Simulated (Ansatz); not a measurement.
## Sb in Ansatz: the effect of functional

Sb:

```xyz
1
Lattice="-1.8588 1.8588 1.8588 1.8588 -1.8588 1.8588 1.8588 1.8588 -1.8588" Properties=species:S:1:pos:R:3 pbc="T T T"
Sb    0.0000    0.0000    0.0000
```

This isn't the form of Sb at room conditions, which is rhombohedral.

The cell isn't the ideal one: volume scaled by 0.98.

Alike in all runs:

| Item | Value |
| --- | --- |
| Program | Ansatz 0.2.0 |
| Task | single point |
| Potentials or basis | Ansatz PAW |
| k mesh | 10 × 10 × 10 |
| Occupations | fermi-dirac, width 0.05 eV |
| Spin | no spin polarisation |

One run gave: pressure 0.1 GPa. Which functional did it use?
A. LDA
B. PBEsol
C. r2SCAN

A.

```tsv
functional	cutoff	pressure (GPa)
LDA	420 eV (not typed: the program's choice for these potentials)	0.1
PBEsol	420 eV (not typed: the program's choice for these potentials)	1.4
r2SCAN	500 eV (not typed: the program's choice for these potentials)	4.0
```

Caveats: the PAW data sets come from PBE, with cores solved anew for the run's functional, which leaves a small shift of forces and pressure.
